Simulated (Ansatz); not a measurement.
Predict the output of the script below (Ansatz's Python interface).

Input file `be.extxyz`:
```text
1
Lattice="-1.25312095 1.25312095 1.25312095 1.25312095 -1.25312095 1.25312095 1.25312095 1.25312095 -1.25312095" Properties=species:S:1:pos:R:3 pbc="T T T"
Be    0.00000000    0.00000000    0.00000000
```

`pipeline.py`
```python
"""From the given cell of Be to a relaxed cell, its gap and its density of states."""

import warnings

import ansatz as az
import numpy as np

ECUT = 420
SMEARING = "Marzari-Vanderbilt"


def count_gap(report):
    # lowest empty less highest filled band, counting bands; zero where they overlap
    return max(report.get("gap_by_band_count_ev") or 0.0, 0.0)


def with_settings(crystal, spacing):
    return (
        crystal.calculation()
        .pseudopotentials("paw")
        .basis(ECUT)
        .occupations(SMEARING)
        .kpoints(spacing=spacing)  # the mesh must be finer for metals
    )


def main() -> None:
    warnings.simplefilter("ignore", az.DeckWarning)

    xtal = az.Crystal.from_extxyz("be.extxyz")

    relaxed = with_settings(xtal, 0.34).relax(cell=True, force_tolerance=0.01, max_steps=40).checkpoint(write="relax.run", compress=False).run()
    cell = np.asarray(relaxed.lattice.cell_ang)
    print("relaxed edges (A):", np.linalg.norm(cell, axis=1).round(4), " volume:", round(abs(np.linalg.det(cell)), 3), "A^3")
    for site in relaxed.lattice.sites:
        print(" ", site.symbol, np.round(site.position_frac, 4) + 0.0)

    final = az.Crystal.from_checkpoint("relax.run")
    done = with_settings(final, 0.26).functional("lda").stress().band_table().density_of_states(energy_step=0.05).run()
    summary = done.report
    dos = done.density_of_states()
    print(f"pressure at the relaxed cell {np.trace(summary['stress_gpa']) / 3:.3f} GPa, gap by band count {count_gap(summary):.3f} eV")
    if count_gap(summary) == 0:
        print("states/eV at the Fermi level:", round(float(np.interp(dos.fermi_ev, dos.energies_ev, dos.spin_summed_g_bin_mean_per_ev)), 3))


if __name__ == "__main__":
    main()
```

Running `python pipeline.py` prints:
```text
relaxed edges (A): [2.1657 2.1657 2.1657]  volume: 7.819 A^3
  Be [0. 0. 0.]
pressure at the relaxed cell -5.939 GPa, gap by band count 0.000 eV
states/eV at the Fermi level: 0.103
```

For a metal this k-point mesh is coarse: on a finer one energies can move by several to tens of meV an atom and pressures by half a GPa or more, differences at one mesh by less. The zero of the levels is a convention of the potentials, so an absolute Fermi energy is no work function. A gap by band count of zero or less means overlapping bands, a metal. This isn't the structure that Be takes at ambient conditions. Levels are Kohn-Sham eigenvalues on this mesh. Where the second run takes another functional or mesh than the relaxation, its pressure isn't zero; pressure is positive in compression. The density of states is complete only as far up as bands were computed. Finished in 3.5 s on 1 thread of Arm Neoverse N1, on a shared host, peak memory 0.33 GiB.
